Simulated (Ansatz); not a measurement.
**Cd under changes of volume**

One of the cells (21.585 Å³/atom); the others are scaled copies at fixed shape and fractional positions:

```
Cd
1.0
     2.97887    0.00000    0.00000
    -1.48944    2.57978    0.00000
     0.00000    0.00000    5.61765
Cd
2
Direct
  0.66667 0.33333 0.75000
  0.33333 0.66667 0.25000
```

```yaml
Program: Ansatz 0.2.0
Functional: LDA
Potentials_or_basis: all-electron LAPW, scalar-relativistic
Cutoff: 224 eV (chosen from the basis error)
Basis_error_allowed: 0.001 eV/atom
k_mesh: 10 × 10 × 5
Occupations: fermi-dirac, width 0.05 eV
Spin: no spin polarisation
```

| volume (Å³/atom) | energy over the lowest point (meV/atom) | pressure (GPa) |
| --- | --- | --- |
| 20.290 | 0.00 | -0.9 |
| 20.722 | 4.21 | -2.2 |
| 21.154 | ? | ? |
| 21.585 | 22.47 | -4.4 |
| 22.017 | 35.64 | -5.3 |
| 22.449 | 50.99 | -6.1 |
| 22.880 | 68.20 | -6.7 |

Task: What does the run at 21.154 Å³/atom give?

Result: Energy over the lowest point 11.85 meV/atom; pressure -3.4 GPa.

Worked out: A Birch-Murnaghan fit of order 3 (a polynomial in V^(-2/3)) to the other rows has its minimum at 20.05 Å³/atom, just outside them, with B0 = V·E''(V) = 74 GPa and B' = 5.7 at fixed shape and positions, which overstates the stiffness. It gives 11.87 meV/atom at 21.154 Å³/atom, against the run's 11.85, and -dE/dV = -3.4 GPa, against -3.4.

Energies are extrapolated to zero smearing.
